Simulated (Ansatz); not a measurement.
## CsBr in Ansatz: the effect of functional

The system is CsBr.

```
Cs Br
1.0
     4.26716    0.00000    0.00000
     0.00000    4.26716    0.00000
     0.00000    0.00000    4.26716
Cs Br
1 1
Direct
  0.00000 0.00000 0.00000
  0.50000 0.50000 0.50000
```

The cell comes from a database or a generator and needn't be the stable form of this composition.

The cell isn't the ideal one: volume scaled by 0.96.

Alike in all runs:

```yaml
Program: Ansatz 0.2.0
Task: single point
Potentials_or_basis: Ansatz PAW
k_mesh: 6 × 6 × 6
Occupations: fermi-dirac, width 0.05 eV
Spin: no spin polarisation
```

Problem. One run gave: gap on the mesh 4.18 eV; pressure -1.5 GPa. Which functional did it use?
A. PBEsol
B. r2SCAN
C. LDA

Solution. C.

```csv
functional,cutoff,gap on the mesh (eV),pressure (GPa)
r2SCAN,500 eV (not typed: the program's choice for these potentials),5.36,0.7
LDA,420 eV (not typed: the program's choice for these potentials),4.18,-1.5
PBEsol,420 eV (not typed: the program's choice for these potentials),4.38,-0.3
```

Caveats: spin-orbit coupling is left out, which moves the levels of the heavy elements; the PAW data sets come from PBE, with cores solved anew for the run's functional, which leaves a small shift of forces and pressure.

A k mesh can miss the band edges.

Runs at the PBE level aren't shown here.
